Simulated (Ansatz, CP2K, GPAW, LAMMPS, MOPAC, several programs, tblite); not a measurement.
**LiF from cheap methods to r2SCAN**

How much accuracy does each second buy? LiF is computed with 12 methods, from the cheapest up to r2SCAN.

Program: LAMMPS, MOPAC, tblite, CP2K, GPAW, Ansatz (versions at each run). Level of theory: no spin polarisation, static lattice; gaps from single points on the cell relaxed beforehand with r²SCAN. These are calculated values, not measurements.

1 further run of the same task is left out (set aside as unsound or not needed).

## (1) The starting structure

It takes space group F-43m (No. 216, cubic). The conventional cell has a = 4.289 Å, b = 4.289 Å, c = 4.289 Å, α = 90.00°, β = 90.00°, γ = 90.00°. Li (site symmetry -43m) is surrounded by 4 F at 1.86 Å. F (site symmetry -43m) is surrounded by 4 Li at 1.86 Å.

As a file:

```
CELL_PARAMETERS angstrom
0.00000 2.14461 2.14461
2.14461 0.00000 2.14461
2.14461 2.14461 0.00000
ATOMIC_POSITIONS crystal
Li 0.00000 0.00000 0.00000
F 0.25000 0.25000 0.25000
```

The structure type (zincblende) is imposed and need not be the compound's stable one.

**Question.** The methods are ffield.eim, PM6, PM7, GFN1-xTB (tblite), GFN2-xTB (tblite), PBE/DZVP, PBE/single-zeta, PBE/SZV, coarse PBE, GLLB-SC, PBE, r2SCAN. What gap does r2SCAN give on this cell, and which other methods (full PBE left aside) come nearest to r2SCAN and farthest in gap, volume and bulk modulus?

| quantity | value |
| --- | --- |
| r2SCAN | gap 8.66 eV, 9.86 Å³/atom, B₀ 58 GPa |
| gap: nearest and farthest of the other methods | PBE/DZVP (-0.81 eV), GFN1-xTB (tblite) (-7.06 eV) |
| volume: nearest and farthest of the other methods | PBE/DZVP (+7.0 %), ffield.eim (+20.7 %) |
| bulk modulus: nearest and farthest of the other methods | PBE/DZVP (-18 %), ffield.eim (+357 %) |

What this shows: For the gap, of the 9 methods compared (full PBE left aside), PBE/DZVP comes nearest to r2SCAN and GFN1-xTB (tblite) is farthest. For the volume, of the 3 methods compared (full PBE left aside), PBE/DZVP comes nearest to r2SCAN and ffield.eim is farthest. For the bulk modulus, of the 3 methods compared (full PBE left aside), PBE/DZVP comes nearest to r2SCAN and ffield.eim is farthest. A minimal basis or a coarse cutoff and mesh shifts results by its own error, so closeness to r2SCAN can be chance. Cluster runs see only the k-points that fold onto the zone centre, so their gaps can miss the band edges. GLLB-SC is compared with its derivative discontinuity added. No volume is given for PM6, PM7, GFN2-xTB (tblite), PBE/single-zeta, PBE/SZV, coarse PBE, which can hide a larger miss. CPU times run from 0.13 s (ffield.eim) to 44 s (PBE/DZVP). On this cell GFN1-xTB (tblite), GFN2-xTB (tblite), PBE/DZVP, PBE/SZV cost more than r2SCAN itself (2.9 s), so they are no saving here. r2SCAN is a yardstick, not the truth: it usually gives gaps below the measured ones.
